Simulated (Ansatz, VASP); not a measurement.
C: VASP beside Ansatz

File INCAR:

```
PREC = Accurate ; ENCUT = 520
EDIFF = 1E-7 ; ISMEAR = 0
SIGMA = 0.05 ; LREAL = F
LASPH = T ; NELM = 60
ALGO = Normal ; ISIF = 2
LWAVE = F ; LCHARG = F
GGA = PE ; IVDW = 12
NBANDS = 11
```

Contents of KPOINTS:

```
regular mesh
0
Gamma
  15 15 15
```

Contents of POSCAR:

```
C
1.0
    1.2427282054      0.7174894639      3.3892873547
   -1.2427282054      0.7174894639      3.3892873547
    0.0000000000     -1.4349789278      3.3892873547
C
2
Direct
    0.1722480123      0.1722480123      0.1722480123
    0.8277519877      0.8277519877      0.8277519877
```

Input for Ansatz:

```yaml
crystal:
  lattice:
    - [1.2427282054, 0.7174894639, 3.3892873547]
    - [-1.2427282054, 0.7174894639, 3.3892873547]
    - [0.0, -1.4349789278, 3.3892873547]
  atoms:
    - { symbol: C, position: [0.1722480123, 0.1722480123, 0.1722480123] }
    - { symbol: C, position: [0.8277519877, 0.8277519877, 0.8277519877] }
basis:
  ecutwfc: 520.0
kpoints:
  mp_grid: { grid: [15, 15, 15] }
hamiltonian:
  xc: pbe
  dispersion: d3bj
scf:
  occupations: { method: gaussian, width: 0.05 }
output:
  forces: true
  stress: true
  eigenvalues: true
```

Change from the starting cell: mode 4 frozen in at +0.057 Å, equal normal strain along x, y and z +0.0083.

Alike in both runs: task single point; functional PBE; dispersion D3(BJ); k mesh 15 × 15 × 15; occupations gaussian, width 0.05 eV; no spin polarisation.

|  | VASP | Ansatz |
| --- | --- | --- |
| version | VASP 6.6.1 | Ansatz 0.2.0 |
| potentials or method | VASP PAW PBE potentials, release 64 (C) | scalar-relativistic, plane waves, PAW |
| plane-wave cutoff (eV) | 520 | 520 |
| valence electrons in the cell | 8 | 8 |

|  | VASP | Ansatz | Ansatz less VASP |
| --- | --- | --- | --- |
| gap on the k mesh at the Fermi level (eV) | 0.47 | 0.47 | 0.000 |
| least direct gap on the mesh (eV) | 0.47 | 0.47 | 0.000 |
| pressure (GPa) | -7.1 | -7.5 | -0.42 |
| largest component of the traceless stress (GPa) | 5.03 | 5.52 | +0.486 |
| rms of the force components (eV/Å) | 1.100 | 1.104 | +0.0038 |

Atom by atom the forces differ by 0.004 eV/Å (rms over components).

Caveats: an odd mesh through Γ misses points on the zone boundary, where band edges often lie; forces of over 1 eV/Å show positions far from the minimum, so gaps and moduli don't describe the material at rest.
